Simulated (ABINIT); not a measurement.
Crystal: WC (Qusongite).

```
CELL_PARAMETERS angstrom
2.90650 0.00000 0.00000
-1.45325 2.51710 0.00000
0.00000 0.00000 2.83660
ATOMIC_POSITIONS crystal
W 0.00000 0.00000 0.00000
C 0.66667 0.33333 0.50000
```

```yaml
Program: ABINIT 10.8.3 (patched build)
Task: relaxation of cell and atoms
Functional: LDA
Potentials_or_basis: PseudoDojo NC SR LDA v0.4.1 standard
Cutoff: 1116 eV
k_mesh: 8 × 8 × 7
Occupations: fermi-dirac, width 0.05 eV
Spin: no spin polarisation
```

At the start: pressure -10.5 GPa; volume 10.38 Å³/atom.

Task: Where does the relaxation end?

Result: Over 5 steps the energy falls by 9.0 meV/atom and the volume is 10.11 Å³/atom (-2.5 %); space group P-6m2 (No. 187, to 0.05 Å).

The path:
```csv
step,energy change (eV),largest force (eV/Å),pressure (GPa),volume (Å³)
1,0.0000,0.0000,-10.50,20.75
2,-0.0167,0.0000,2.86,20.09
3,-0.0179,0.0000,-0.10,20.23
4,-0.0179,0.0000,-0.01,20.22
5,-0.0179,0.0000,0.00,20.22
```

Final structure:
```xyz
2
Lattice="2.8832 0.0000 0.0000 -1.4416 2.4969 0.0000 0.0000 0.0000 2.8092" Properties=species:S:1:pos:R:3 pbc="T T T"
W     0.0000    0.0000    0.0000
C     1.4416    0.8323    1.4046
```
